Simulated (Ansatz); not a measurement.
## How far is PAW off for ZnS?

```
Zn S
1.0
     0.05409    2.73170    2.73170
     2.73170    0.05409    2.73170
     2.73170    2.73170    0.05409
Zn S
1 1
Direct
  0.00000 0.00000 0.00000
  0.75000 0.75000 0.75000
```

Atoms are numbered in the order listed.

The cell is COD entry 9000107, as deposited and not checked against the literature; nothing was relaxed. The listed cell was then made from it by scaling, straining or moving an atom.

Methods: DFT, PBE, PAW with Ansatz's default frozen-core files, scalar-relativistic (Ansatz 0.2.0); DFT, PBE, all-electron PAW with datasets made for the crystal, scalar-relativistic (Ansatz 0.2.0); DFT, PBE, all-electron LAPW, scalar-relativistic (Ansatz 0.2.0).

For PAW: a Γ-centred 8×8×8 k mesh, Fermi–Dirac smearing of 0.01 eV, cutoff 420 eV, no spin polarisation. The crystal-made all-electron datasets (AE datasets) take a cutoff of 280 eV at this cell. LAPW targets a basis error of 0.25 meV/atom. The Ansatz runs share mesh, smearing and spin set-up. Plane-wave (PAW) pressures include the program's estimate of the Pulay term.

Stress and pressure are positive in compression.

The change that made this cell: equal xy, yz and zx engineering shear strains of +2 %.

```
                             quantity     PAW  AE datasets    LAPW
                       pressure (GPa)    1.50         1.51    1.52
                      stress yz (GPa)   -1.31        -1.31   -1.31
                      stress xz (GPa)   -1.31        -1.31   -1.31
                      stress xy (GPa)   -1.31        -1.31   -1.31
               force on Zn1, y (eV/Å)  -0.098       -0.097  -0.097
                force on S2, y (eV/Å)   0.098        0.097   0.097
                        band gap (eV)   2.048        2.051   2.051
field gradient Vzz at Zn1 (10²¹ V/m²)    1.16         1.17       –
 field gradient Vzz at S2 (10²¹ V/m²)    0.59         0.60       –
```

PAW's pressure differs from the LAPW value by about 0.01 GPa or less. Datasets made for the crystal and LAPW share parts of one code, so their agreement isn't an independent check.
